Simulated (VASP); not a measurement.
## MgI2: equation of state with PBEsol

Crystal: MgI2.

```
CELL_PARAMETERS angstrom
4.14000 0.00000 0.00000
-2.07000 3.58535 0.00000
0.00000 0.00000 6.88000
ATOMIC_POSITIONS crystal
I 0.66667 0.33333 0.75000
I 0.33333 0.66667 0.25000
Mg 0.00000 0.00000 0.00000
```

```json
{"Program": "VASP 6.6.1", "Task": "equation of state", "Functional": "PBEsol", "Potentials or basis": "VASP PAW PBE potentials, release 64 (I, Mg)", "Cutoff": "520 eV", "k mesh": "8 × 8 × 4", "Occupations": "fermi-dirac, width 0.05 eV", "Spin": "no spin polarisation", "Ladder": "free", "Further INCAR settings": "ALGO = Normal; EDIFF = 1e-07; NBANDS = 15"}
```

```
Equilibrium volume                        : 33.10 Å³/atom
Bulk modulus at fixed shape and positions : 32 GPa
Pressure derivative of the bulk modulus   : 4.5
```

Energy against volume, from the lowest point:
```csv
volume (Å³/atom),energy (meV/atom)
31.998,3.74
32.679,0.37
33.360,0.00
34.041,2.32
34.722,7.03
35.402,13.89
36.083,22.66
```

All runs of the series together: 4.4 min on 1 thread of Intel(R) Xeon(R) Platinum 8488C (Sapphire Rapids), with other jobs on the host.

Caveat: the cell was scaled at fixed shape and fractional positions, which overstates the stiffness of a crystal with free parameters, most of all of layers and chains; the PAW data sets were made with another functional, which shifts forces and pressure a little; this functional lacks dispersion, which binds the layers, so the pressure and a relaxed spacing across them are unreliable. The run has no spin-orbit coupling, so splittings on I are missing.
